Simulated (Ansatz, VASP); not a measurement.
# PbF2: VASP beside Ansatz

```
CELL_PARAMETERS angstrom
-0.14849 2.96985 2.96985
2.82136 0.00000 2.82136
2.96985 2.96985 -0.14849
ATOMIC_POSITIONS crystal
Pb 0.00000 0.00000 0.00000
F 0.25000 0.25000 0.25000
F 0.75000 0.75000 0.75000
```

Change from the starting cell: strain -0.1000 x Voigt [0, 0, 0, 0, 1, 0], atoms carried along.

Alike in both runs: task single point; functional PBE; k mesh 8 × 8 × 8; occupations gaussian, width 0.05 eV; no spin polarisation.

|  | VASP | Ansatz |
| --- | --- | --- |
| version | VASP 6.6.1 | Ansatz 0.2.0 |
| potentials or method | VASP PAW PBE potentials, release 64 (Pb_d, F) | scalar-relativistic, plane waves, PAW |
| plane-wave cutoff (eV) | 520 | 420 |
| valence electrons in the cell | 28 | 28 |

|  | VASP | Ansatz | Ansatz less VASP |
| --- | --- | --- | --- |
| gap on the k mesh at the Fermi level (eV) | 4.30 | 4.30 | +0.005 |
| least direct gap on the mesh (eV) | 4.49 | 4.49 | +0.003 |
| pressure (GPa) | 3.0 | 3.2 | +0.20 |
| largest component of the traceless stress (GPa) | 3.37 | 3.32 | -0.043 |
| rms of the force components (eV/Å) | 0.141 | 0.139 | -0.0023 |

Atom by atom the forces differ by 0.002 eV/Å (rms over components).

Caveats: spin-orbit coupling is left out, which as a rule narrows the gap of such compounds by several tenths of an eV. A k mesh can miss the band edges.
